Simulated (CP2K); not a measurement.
# InPd under changes of volume

One of the cells (17.513 Å³/atom); the others are scaled copies at fixed shape and fractional positions:

```xyz
2
Lattice="3.2719 0.0000 0.0000 0.0000 3.2719 0.0000 0.0000 0.0000 3.2719" Properties=species:S:1:pos:R:3 pbc="T T T"
In    0.0000    0.0000    0.0000
Pd    1.6359    1.6359    1.6359
```

The cell comes from a database or a generator and needn't be the stable form of this composition.

* Program: CP2K 2026.2
* Functional: LDA
* Potentials or basis: GTH_POTENTIALS In GTH-PADE-q13, Pd GTH-PADE-q18; TZVP-MOLOPT-PBE-GTH basis
* Density cutoff: 6803 eV
* k mesh: 8 × 8 × 8
* Occupations: fermi-dirac, width 0.1 eV
* Spin: no spin polarisation

| volume (Å³/atom) | energy over the lowest point (meV/atom) | pressure (GPa) |
| --- | --- | --- |
| 16.462 | 0.00 | 0.5 |
| 16.813 | ? | ? |
| 17.163 | 12.42 | -5.7 |
| 17.513 | 27.93 | -8.1 |
| 17.863 | 48.39 | -10.2 |
| 18.214 | 73.03 | -12.0 |
| 18.564 | 101.19 | -13.5 |

Task: What does the run at 16.813 Å³/atom give?

Result: Energy over the lowest point 2.81 meV/atom; pressure -2.8 GPa.

Worked out: A Birch-Murnaghan fit of order 3 (a polynomial in V^(-2/3)) to the other rows has its minimum at 16.51 Å³/atom with B0 = V·E''(V) = 170 GPa and B' = 6.5. It gives 2.78 meV/atom at 16.813 Å³/atom, against the run's 2.81, and -dE/dV = -2.9 GPa, against -2.8.

Energies are extrapolated to zero smearing.

Caveats: the basis of atomic orbitals isn't converged, which shifts pressures, moduli and gaps.
